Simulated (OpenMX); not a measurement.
Runs of OpenMX 3.8.5 on CdSe (Cadmoselite). Symmetry: P6_3mc, No. 186, hexagonal system. Conventional cell: a = 4.300 Å, b = 4.300 Å, c = 7.020 Å, α = 90.00°, β = 90.00°, γ = 120.00°. Around Cd (site symmetry 3m) lie 4 Se at 2.61 to 2.70 Å. Se (site symmetry 3m) is surrounded by 4 Cd at 2.61 to 2.70 Å. 

```tsv
task	level	potentials or basis	spin	k mesh	SCF threshold	max SCF cycles	grid points, held for all volumes	gap on the mesh (eV)	pressure (GPa)	moment (μB)	largest force (eV/Å)
band structure	PBE	OpenMX 2013 PBE set, Cd7.0-s3p2d2, Se7.0-s3p2d2, grid cutoff 500 Ry	off	5 × 5 × 3	1e-08 Ha	100	-	0.89	3.6	-	0.33
band structure	PBE	OpenMX 2013 PBE set, Cd7.0-s3p2d2, Se7.0-s3p2d2, grid cutoff 500 Ry	non-collinear, zero start	5 × 5 × 3	1e-07 Ha	100	-	0.89	-	0.00	0.33
band structure	PBE	OpenMX 2013 PBE set, Cd7.0-s3p2d2, Se7.0-s3p2d2, grid cutoff 500 Ry	non-collinear, zero start, SOC	5 × 5 × 3	1e-07 Ha	100	-	0.77	-	0.00	0.33
band structure	LDA	OpenMX 2013 LDA set, Cd7.0-s3p2d2, Se7.0-s3p2d2, grid cutoff 500 Ry	off	5 × 5 × 3	1e-08 Ha	100	-	0.62	(a)	-	0.30
band structure	PBE	OpenMX 2013 PBE set, Cd7.0-s3p2d2f1, Se7.0-s3p2d2f1, grid cutoff 500 Ry	off	7 × 7 × 5	1e-08 Ha	100	-	0.77	3.0	-	0.30
band structure	PBE	OpenMX 2013 PBE set, Cd7.0-s3p2d2, Se7.0-s3p2d2, grid cutoff 500 Ry	off	7 × 7 × 5	1e-08 Ha	100	-	0.89	3.6	-	0.33
```

Alike in all rows: cell as given; smearing fermi-dirac 0.05 eV.

Estimate the missing entries.

(a) -1.3.

Caveats: the basis of atomic orbitals isn't converged, which shifts pressures, moduli and gaps; total energies with and without spin-orbit coupling shouldn't be compared in this program (some runs).

A k mesh can miss the band edges, and rows without SOC leave out spin-orbit coupling on Cd, Se.
